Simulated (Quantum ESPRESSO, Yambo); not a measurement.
# CuCl (Nantokite): G0W0 on several meshes in Yambo, part 2 of 2

Aim: the GW shift of CuCl (Nantokite) against the k mesh.

Quantum ESPRESSO 7.5 and Yambo 5.3.0; PBE and many-body steps on it, plane waves. Known limits of the many-body steps: not at the basis limit; d shell near the gap, gap tends to lie low; coarse k mesh.

So far. Step 4 (4×4×4): The gap on the mesh goes from 0.53 eV to 1.13 eV, a correction of +0.59 eV. Step 5 (Empty states on the mesh, 2×2×2 mesh, 203 bands): On this mesh the gap is 0.533 eV.

The database entry behind the starting cell differs from later determinations by our own check (0.1 to 0.3 % short, probably kX units), so it need not match the best structure at ambient conditions.

In doubt: a PseudoDojo file used here is known to give poor structures and forces, which bears on pressures, cells, forces and phonons.

## (7) 2×2×2

This step: G0W0 on PBE, plane waves, norm-conserving pseudopotentials.

gw11.in reads:

```
HF_and_locXC
gw0
dyson
ppa
em1d
rim_cut
RandQpts= 1000000
RandGvec= 1 RL
EXXRLvcs= 84 Ry
VXCRLvcs= 336 Ry
Chimod= "HARTREE"
% BndsRnXp
 1 | 203 |
%
NGsBlkXp= 17 Ry
% LongDrXp
 1 | 1 | 1 |
%
% GbndRnge
 1 | 203 |
%
DysSolver= "n"
ExtendOut
PPAPntXp= 27.21138 eV
% QPkrange
 1 | 1 | 12 | 15 |
%
```

Launch:

```bash
OMP_NUM_THREADS=1 mpirun -n 4 yambo -F gw11.in -J gw11 -C gw11 > gw11.log
```

Output:

```text
 Yambo, version 5.3.0

 [02] CORE Variables Setup
 =========================

  [... cell, symmetries and grids as in the set-up ...]

  [02.05] Energies & Occupations
  ==============================

  [X] === General ===
  [X] Electronic Temperature                        :  0.000000  0.000000 [eV K]
  [X] Bosonic    Temperature                        :  0.000000  0.000000 [eV K]
  [X] Finite Temperature mode                       : no
  [X] El. density                                   :  0.65838E+24 [cm-3]
  [X] Fermi Level                                   :  7.622151 [eV]

  [X] === Gaps and Widths ===
  [X] Conduction Band Min                           :  0.533284 [eV]
  [X] Valence Band Max                              :  0.000000 [eV]
  [X] Filled Bands                                  :  13
  [X] Empty Bands                                   :   14  203
  [X] Direct Gap                                    :  0.533284 [eV]
  [X] Direct Gap localized at k                     :  1
  [X] Indirect Gap                                  :  0.533284 [eV]
  [X] Indirect Gap between kpts                     :  1  1
  [X] Last valence band width                       :  1.105528 [eV]
  [X] 1st conduction band width                     :  2.885976 [eV]

 [03] Transferred momenta grid and indexing
 ==========================================

 IBZ Q-points                                      :  3
 BZ  Q-points                                      :   8

 K/Q-points units:
 rlu = crystal or reduced units; cc = cartesian coordinates; iku = interal k-units

 Q [1]          [rlu]:  0.000000  0.000000  0.000000
 Q [2]          [rlu]:  0.18080E-16  0.18080E-16 -0.50000
 Q [3]          [rlu]:  0.95323E-17 -0.50000     -0.50000

 [04] Coloumb potential Random Integration (RIM)
[...]
================================================

 [VXC] Plane waves :  27725
 [EXS] Plane waves :   3527

 QP @ state[ 1 ] K range:  1  1
 QP @ state[ 1 ] b range:  12  15

 [xc] Functional : Perdew, Burke & Ernzerhof(X)+Perdew, Burke & Ernzerhof(C)
 [xc] LIBXC used to calculate xc functional
  PP Number of Atomic Species                      :  2
  NLCC RL compoments                               :  27725
  PP Number of Atomic Species                      :  2
  NLCC RL compoments                               :  27725

 [xc] E_xc :  -20.65074 [Ha]
      E_xc :  -41.30147 [Ry]

  Local XC kind (lXC) : Perdew, Burke & Ernzerhof(X)+Perdew, Burke & Ernzerhof(C)
  Non-Local XC kind (nlXC) : Hartree-Fock

  Corrections @ K [1] :  [eV]
 <12|nlXC|12> = -35.53508 -0.11655E-16 <12|lXC|12> = -28.89603  0.47412E-16
 <13|nlXC|13> = -35.53508  0.17751E-16 <13|lXC|13> = -28.89603  0.11329E-14
 <14|nlXC|14> = -5.368977 -0.13292E-17 <14|lXC|14> = -10.23142 -0.90581E-21
 <15|nlXC|15> = -5.757547 -0.43722E-17 <15|lXC|15> = -11.21739 -0.11805E-16

 [08] Dyson equation: Newton solver
 ==================================

  [08.01] G0W0 (W PPA)
  ====================

  [  GW  ] Bands range     :    1  203
  [GW/PPA] G damping       :  0.100000 [eV]

  QP @ state[ 1 ] K range:  1  1
  QP @ state[ 1 ] b range:  12  15

   Sc/G bands                                       :    1  203
   Sc/G damping                                     :  0.100000 ev
   Sc bands terminator                              : no
   Sx RL components                                 :   3527

   QP @ state[ 1 ] K range                          :  1  1
   QP @ state[ 1 ] b range                          :  12  15
   GF energies kind                                 : Perdew, Burke & Ernzerhof(X)+Perdew, Burke & Ernzerhof(C)
   GF WF`s kind                                     : Perdew, Burke & Ernzerhof(X)+Perdew, Burke & Ernzerhof(C)
   Xs energies kind                                 : Perdew, Burke & Ernzerhof(X)+Perdew, Burke & Ernzerhof(C)
   Xs WF`s kind                                     : Perdew, Burke & Ernzerhof(X)+Perdew, Burke & Ernzerhof(C)

 [11] Game Over & Game summary
```

The job ended after 17 s (4 MPI ranks of Arm Neoverse V1, shared host; peak memory 1.4 GiB).

Numbers from this step:

```yaml
g0w0_gap_on_the_points_computed: 0.5269 eV
starting_gap_on_the_mesh: 0.5333 eV
k_of_the_valence_top: 0, 0, 0
k_of_the_conduction_bottom: 0, 0, 0
least_direct_g0w0_gap_on_the_computed_points: 0.5269 eV
z_at_the_valence_top: 0.7301
z_at_the_conduction_bottom: 0.7977
```

Against G0W0 in Yambo (4×4×4 mesh, 203 bands, screening to 231.3 eV, Godby-Needs plasmon pole), the gap moves by −0.601 eV.

## (8) Empty states on the mesh, 6×6×6 mesh, 203 bands

This step: Quantum ESPRESSO 7.5; DFT, PBE, plane waves, norm-conserving pseudopotentials.

pw.in reads:

```
&control
  calculation = 'nscf'
  prefix = 'x'
  outdir = 'o'
  pseudo_dir = 'pseudo'
/
&system
  ibrav = 0
  nat = 2
  ntyp = 2
  ecutwfc = 84.0
  nbnd = 203
  force_symmorphic = .true.
/
&electrons
  conv_thr = 1e-9
  electron_maxstep = 80
  diago_full_acc = .true.
  diago_thr_init = 5e-6
/
ATOMIC_SPECIES
  Cu 63.546 Cu.upf
  Cl 35.45 Cl.upf
CELL_PARAMETERS angstrom
  -0.0000000000 2.7028500000 2.7028500000
  2.7028500000 -0.0000000000 2.7028500000
  2.7028500000 2.7028500000 -0.0000000000
ATOMIC_POSITIONS crystal
  Cu 0.0000000000 0.0000000000 0.0000000000
  Cl 0.2500000000 0.2500000000 0.2500000000
K_POINTS automatic
  6 6 6 0 0 0
```

Launch:

```bash
OMP_NUM_THREADS=1 mpirun -n 4 pw.x -nk 4 -in pw.in > pw.out
```

Output:

```text
[banner, memory and clock lines left out]
Program PWSCF v.7.5 starts

     Atomic positions and unit cell read from directory:
     o/x.save/

     Message from routine setup:
     using ibrav=0 with symmetry is DISCOURAGED, use correct ibrav instead

     G-vector sticks info

     bravais-lattice index     =            0
     lattice parameter (alat)  =       7.2233  a.u.
     unit-cell volume          =     266.4971 (a.u.)^3
     number of atoms/cell      =            2
     number of atomic types    =            2
     number of electrons       =        26.00
[...]
k = 0.1179 0.1179-0.1179 (  3482 PWs)   bands (ev):

[...]
[... 14 further rows ...]
[...]
166.2220 167.5555 167.6991

          k = 0.2357 0.2357-0.2357 (  3464 PWs)   bands (ev):

[...]
76.1280  76.1280  77.3515  79.5155  79.5155  81.8977  82.3867  82.7706
     [... 14 further rows ...]
   157.1556 157.1556 160.0114 160.5737 160.5737 161.0129 161.2196 161.2196
   162.7676 162.7676 163.5240

          k =-0.3536-0.3536 0.3536 (  3444 PWs)   bands (ev):

     [... further k-points ...]

     highest occupied, lowest unoccupied level (ev):     7.6222    8.1554

     XML data file, pseudopotentials, collected wavefunctions
```

The job ended after 32 s (4 MPI ranks; peak memory 0.42 GiB).

This step gave:

```yaml
gap: 0.5333 eV
k_of_the_valence_top: 0, 0, 0
k_of_the_conduction_bottom: 0, 0, 0
least_direct_gap: 0.5333 eV
k_points_computed: 16
lowest_point_of_the_top_converged_band_above_the_valence_top: 152.2339 eV
```

On this mesh the gap is 0.533 eV.

## (9) Conversion and set-up

This step: Yambo 5.3.0; conversion and set-up on PBE, plane waves, norm-conserving pseudopotentials.

Launch:

```bash
(cd o/x.save; p2y > p2y.log; mv SAVE ../..); yambo > setup.log
```

Output:

```text
 Yambo, version 5.3.0

 [02] CORE Variables Setup
 =========================

  [02.01] Unit cells
  ==================

  Cell kind             :  FCC
  Atoms in the cell     :  Cu  Cl
  number of Cu atoms    :  1
  number of Cl atoms    :  1

  List of atomic masses
  Mass of Cu    :  63.54600
  Mass of Cl    :  35.45000

  List of atomic coordinates    : [cc]
  Cu1       :  0.000000  0.000000  0.000000  order 1
  Cl1       :  2.553823  2.553823  2.553823  order 2

  Alat factors          :  5.107646  5.107646  5.107646 [a.u.]
  Direct lattice volume :  266.4971 [a.u.]
[...]
Q [ 1]         [rlu]:  0.000000  0.000000  0.000000
 Q [ 2]         [rlu]: -0.24530E-16 -0.24530E-16  0.16667
 Q [ 3]         [rlu]: -0.49061E-16 -0.49061E-16  0.33333
[...]
Q [ 8]         [rlu]:  0.76942E-17  0.16667     -0.33333
 Q [ 9]         [rlu]:  0.49061E-16  0.16667     -0.16667
 Q [10]         [rlu]: -0.63549E-17  0.33333      0.33333
     [... 4 further rows ...]
 Q [15]         [rlu]:  0.166667  0.333333 -0.333333
 Q [16]         [rlu]:  0.166667 -0.500000 -0.333333

  [03.01] X indexes
  =================

   [03.01.01] Sigma indexes
   ========================

 [06] Game Over & Game summary
```

Run time: 2.8 s. Hardware: 1 MPI rank; peak memory 0.24 GiB.

## (10) 6×6×6

This step: G0W0 on PBE, plane waves, norm-conserving pseudopotentials.

gw12.in reads:

```
HF_and_locXC
gw0
dyson
ppa
em1d
rim_cut
RandQpts= 1000000
RandGvec= 1 RL
EXXRLvcs= 84 Ry
VXCRLvcs= 336 Ry
Chimod= "HARTREE"
% BndsRnXp
 1 | 203 |
%
NGsBlkXp= 17 Ry
% LongDrXp
 1 | 1 | 1 |
%
% GbndRnge
 1 | 203 |
%
DysSolver= "n"
ExtendOut
PPAPntXp= 27.21138 eV
% QPkrange
 1 | 1 | 12 | 15 |
%
```

Launch:

```bash
OMP_NUM_THREADS=1 mpirun -n 4 yambo -F gw12.in -J gw12 -C gw12 > gw12.log
```

Output:

```text
 Yambo, version 5.3.0

 [02] CORE Variables Setup
 =========================

  [... cell, symmetries and grids as in the set-up ...]

  [02.05] Energies & Occupations
  ==============================

  [X] === General ===
  [X] Electronic Temperature                        :  0.000000  0.000000 [eV K]
  [X] Bosonic    Temperature                        :  0.000000  0.000000 [eV K]
  [X] Finite Temperature mode                       : no
  [X] El. density                                   :  0.65838E+24 [cm-3]
[...]
Sx RL components                                 :   3527

   QP @ state[ 1 ] K range                          :  1  1
   QP @ state[ 1 ] b range                          :  12  15
   GF energies kind                                 : Perdew, Burke & Ernzerhof(X)+Perdew, Burke & Ernzerhof(C)
   GF WF`s kind                                     : Perdew, Burke & Ernzerhof(X)+Perdew, Burke & Ernzerhof(C)
   Xs energies kind                                 : Perdew, Burke & Ernzerhof(X)+Perdew, Burke & Ernzerhof(C)
   Xs WF`s kind                                     : Perdew, Burke & Ernzerhof(X)+Perdew, Burke & Ernzerhof(C)

 [11] Game Over & Game summary
```

Wall time 20 min (4 MPI ranks); peak memory 2.5 GiB.

This step gave:

```
G0W0 gap on the points computed              : 1.238 eV
starting gap on the mesh                     : 0.5333 eV
k of the valence top                         : 0, 0, 0
k of the conduction bottom                   : 0, 0, 0
least direct G0W0 gap on the computed points : 1.238 eV
```

Against G0W0 in Yambo (4×4×4 mesh, 203 bands, screening to 231.3 eV, Godby-Needs plasmon pole), the gap moves by +0.111 eV.

## (11) The runs together

Times are wall times on 4 MPI ranks of Arm Neoverse V1, shared host, good to a factor of about two.

```csv
run,mesh,bands,screening cutoff (eV),DFT gap (eV),gap on the mesh (eV),direct (eV),time
4×4×4,4×4×4,203,231.3,0.533,1.128,1.128,3.6 min
2×2×2,2×2×2,203,231.3,0.533,0.527,0.527,17 s
6×6×6,6×6×6,203,231.3,0.533,1.238,1.238,20 min
```

## (12) Outcome

* 4×4×4: 1.128 eV
* 2×2×2: 0.527 eV
* 6×6×6: 1.238 eV
* known limits: not at the basis limit; d shell near the gap, gap tends to lie low; coarse k mesh

2×2×2: −0.601 eV against 4×4×4. 6×6×6: +0.111 eV against 4×4×4. Bands and cutoff are finite, so the gap is not at the basis limit. The miss can reach some tenths of an eV and take either sign; the mesh is an error of its own. In the G0W0 runs levels were corrected at 1 k point alone, so a gap called «on the mesh» is the least over those, and an edge elsewhere would be missed. The 4×4×4 mesh is coarse for this cell, which bears on the long-range parts of exchange and screening. A d shell, filled or nearly so, lies near the gap. One-shot GW converges very slowly in bands there, not always from below, and on a semilocal start the gap tends to come out low; starts rich in exact exchange can overshoot instead.

[Paths, hosts, dates, memory and timing lines, banners, echoed tables and standing remarks are left out of the program output.]

[Logs are printed without paths, hosts, clocks, repeated set-up lines and the standing remarks that a program may print on its own settings, such as how far it seeks lower states.]

[Runs of the session that timed out or met a known fault of the program may be left out.]

[Hosts, paths, dates, database ids (printed as entryN), source tags and the programs' standing remarks are cut or masked in the printed files.]
